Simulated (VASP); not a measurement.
Set up this calculation in VASP 6.6.1, as the native input.

```yaml
Task: relaxation of cell and atoms
Functional: SCAN
Potentials_or_basis: VASP PAW PBE potentials, release 64 (Ga_d, P)
Cutoff: 600 eV
k_mesh: 8 × 8 × 8
Occupations: gaussian, width 0.05 eV
Spin: no spin polarisation
Further_INCAR_settings: ALGO = Normal; EDIFF = 1e-06; IBRION = 2; EDIFFG = -0.02; NSW = 40; ISIF = 3
```

The structure of GaP lies in POSCAR:

```
GaP
1.0
    0.0000000000      2.7252500000      2.7252500000
    2.7252500000      0.0000000000      2.7252500000
    2.7252500000      2.7252500000      0.0000000000
Ga P
1 1
Direct
    0.0000000000      0.0000000000      0.0000000000
    0.7500000000      0.7500000000      0.7500000000
```

One way to write it, as run:

INCAR

```
ALGO = Normal
EDIFF = 1E-6
EDIFFG = -0.02
ENCUT = 600
IBRION = 2
ISIF = 3
ISMEAR = 0
LASPH = True
LCHARG = False
LMIXTAU = True
LREAL = False
LWAVE = False
METAGGA = SCAN
NELM = 100
NSW = 40
PREC = Accurate
SIGMA = 0.05
```

KPOINTS

```
k-points
0
Gamma
  8 8 8
```

Potentials or basis: VASP PAW PBE potentials, release 64 (Ga_d, P).

Command:

```console
$ cat potpaw_PBE.64/Ga_d/POTCAR potpaw_PBE.64/P/POTCAR > POTCAR
$ mpirun -np 1 vasp_std > vasp.out
```

Results of the run:

The relaxed volume is 20.16 Å³/atom. The relaxed cell is a = 3.849 Å, b = 3.849 Å, c = 3.849 Å, α = 60.00°, β = 60.00°, γ = 60.00° and the space group after relaxing (to 0.05 Å) is F-43m (No. 216). The energy gained by relaxing is 0.2 meV/atom and the ionic steps are 2. The pressure after relaxing is 0.1 GPa. The band gap on the k mesh is 1.87 eV, indirect (least direct gap 2.23 eV).

Caveat: the PAW data sets were made with another functional, which shifts forces and pressure a little.

Wall time 2.3 min on 1 thread of AMD EPYC 9R14 (Zen 4), on a shared host, peak memory 0.17 GiB.
